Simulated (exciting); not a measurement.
Here is an exciting (release sodium) calculation.

File input.xml:

```xml
<input>
  <title>Nb</title>
  <structure speciespath="./" tshift="false">
    <crystal scale="1">
      <basevect>0.000000000000 3.996770753584 3.996770753584</basevect>
      <basevect>3.996770753584 0.000000000000 3.996770753584</basevect>
      <basevect>3.996770753584 3.996770753584 0.000000000000</basevect>
    </crystal>
    <species speciesfile="Nb.xml" rmt="2.3">
      <atom coord="0.000000000000 0.000000000000 0.000000000000"/>
    </species>
  </structure>
  <groundstate do="fromscratch" ngridk="11 11 11" rgkmax="9" gmaxvr="14" lmaxapw="10" lmaxmat="10" lmaxvr="8" xctype="GGA_PBE" stype="Gaussian" swidth="0.00367493" nempty="12" ValenceRelativity="iora*" epsengy="1e-05" epspot="1e-05" maxscl="60" tforce="true" outputlevel="high"/>
</input>
```

Potentials or basis: all-electron LAPW+lo, shipped species files, valence relativity iora*.

Command:

```bash
$ OMP_NUM_THREADS=1 exciting_smp
```

Predict the density of states at the Fermi level.

1.37 states/eV per cell.

What does it give for the band gap on the k mesh?

None (metal or under the smearing width).

Caveat: the log's total energy holds no entropy term; the free energy is that total less TS from the occupations.
